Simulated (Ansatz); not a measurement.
# K (sc type): the cost of one run

Computed with Ansatz 0.2.0 (DFT PBE, with the methods named in each step, unless a step's input says otherwise).

## Step 1: Starting point

The structure is cubic, space group Pm-3m (No. 221). Conventional cell: a = 4.302 Å, b = 4.302 Å, c = 4.302 Å, α = 90.00°, β = 90.00°, γ = 90.00°. Around K (site symmetry m-3m) lie 6 K at 4.30 Å.

Structure file:

```cif
data_structure
_symmetry_space_group_name_H-M 'Pm-3m'
_symmetry_Int_Tables_number 221
_cell_length_a 4.3024
_cell_length_b 4.3024
_cell_length_c 4.3024
_cell_angle_alpha 90.000
_cell_angle_beta 90.000
_cell_angle_gamma 90.000
_cell_volume 79.64
loop_
_atom_site_label
_atom_site_type_symbol
_atom_site_symmetry_multiplicity
_atom_site_Wyckoff_symbol
_atom_site_fract_x
_atom_site_fract_y
_atom_site_fract_z
_atom_site_occupancy
K1 K 1 a 0.00000 0.00000 0.00000 1
```

The file gives the conventional cell by its symmetry; the runs use the cell typed in the input.

Whether this phase is the stable one at these pressures isn't tested.

## Step 2: Cell relaxed at zero pressure, PAW

Input file input.yaml:

```yaml
crystal:
  lattice:
    - [4.302420847, 0.0, 0.0]
    - [0.0, 4.302420847, 0.0]
    - [0.0, 0.0, 4.302420847]
  atoms:
    - { symbol: K, position: [0.0, 0.0, 0.0] }
kpoints:
  mp_grid: { grid: [10, 10, 10] }
scf:
  occupations: { method: fermi_dirac, width: 0.08 }
hamiltonian:
  xc: pbe
  pseudopotentials: { kind: paw }
output:
  forces: true
  stress: true
relax:
  f_tol: 0.005
  max_steps: 40
  cell: {}
```

Run with:

```
$ ansatz run input.yaml --threads 1 --pin off --max-ram 2048MiB --backend cpu --events-out ev --progress --plain --runs-dir out
```

Q: Estimate wall time and peak memory on 1 thread of Arm Neoverse V2, shared host.

About 3.7 s, with a peak of 0.32 GiB.
